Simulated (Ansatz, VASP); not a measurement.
## Two plane-wave programs on Ni

The input INCAR:

```
SYSTEM = Ni
ALGO = Normal
EDIFF = 1E-6
ENCUT = 520
GGA = PE
ISIF = 2
ISMEAR = -5
ISPIN = 2
IVDW = 13
LASPH = .True.
LCHARG = .True.
LDAU = .True.
LDAUJ = 0
LDAUL = 2
LDAUPRINT = 1
LDAUTYPE = 2
LDAUU = 3.5
LELF = .True.
LMAXMIX = 4
LORBIT = 11
LREAL = .False.
LVHAR = .True.
LWAVE = .False.
MAGMOM = 1
NBANDS = 15
NELM = 150
PREC = Accurate
SIGMA = 0.05
```

Contents of KPOINTS:

```
k-points
0
Gamma
  13 13 13
  0 0 0
```

POSCAR

```
Ni
1.0
    0.0000000000      1.6650882909      1.6650882909
    1.6650882909      0.0000000000      1.6650882909
    1.6650882909      1.6650882909      0.0000000000
Ni
1
Direct
    0.0000000000      0.0000000000      0.0000000000
```

input.yaml

```yaml
crystal:
  lattice:
    - [0.0, 1.6650882909, 1.6650882909]
    - [1.6650882909, 0.0, 1.6650882909]
    - [1.6650882909, 1.6650882909, 0.0]
  atoms:
    - { symbol: Ni, position: [0.0, 0.0, 0.0], spin: 1.0 }
hamiltonian:
  xc: pbe
  pseudopotentials: { kind: paw }
  dispersion: d4
  hubbard:
    sites: [{ species: Ni, l: d, u_eff: 3.5 }]
    projectors: all-electron-ortho-atomic
    double_counting: fll
magnetization:
  spin_polarized: true
kpoints:
  mp_grid: { grid: [13, 13, 13] }
scf:
  occupations: { method: tetrahedron }
output:
  forces: true
  stress: true
```

Alike in both runs: task single point; functional PBE; dispersion D4; k mesh 13 × 13 × 13; occupations tetrahedron; collinear spin; Hubbard terms Ni d U = 3.5 eV.

|  | VASP | Ansatz |
| --- | --- | --- |
| version | VASP 6.6.1 | Ansatz 0.2.0 |
| potentials or method | VASP PAW PBE potentials, release 64 (Ni) | Ansatz PAW |
| plane-wave cutoff (eV) | 520 | 420 |
| valence electrons in the cell | 10 | 18 |

Ansatz gave:

- gap on the k mesh at the Fermi level (eV): none
- pressure (GPa): 39.8
- net moment per atom (μB): 0.60
- size of the moment on the site where the two differ most (μB): 0.65
- dispersion energy (meV/atom): -528.7

Which values does VASP return?

gap on the k mesh at the Fermi level (eV): none; pressure (GPa): 24.6; net moment per atom (μB): 0.63; size of the moment on the site where the two differ most (μB): 0.64; dispersion energy (meV/atom): -528.7.

Site moments also hang on the region over which each program counts them. The programs project onto different local orbitals, so the same U acts differently. A gap of «none» marks a metal or a gap that the smearing closes. The two sets of potentials don't hold the same shells in valence.

Caveats: pairwise dispersion overbinds metals, which lowers pressure and volume; the U is typed as a test and isn't derived for this compound; tetrahedron occupations give inexact forces and stress in metals (VASP); the magnetic or orbital state may not be the lowest (Ansatz); with tetrahedron occupations forces and stress needn't match the slope of the energy (Ansatz). The state reached can hang on the start; a lower one may exist.
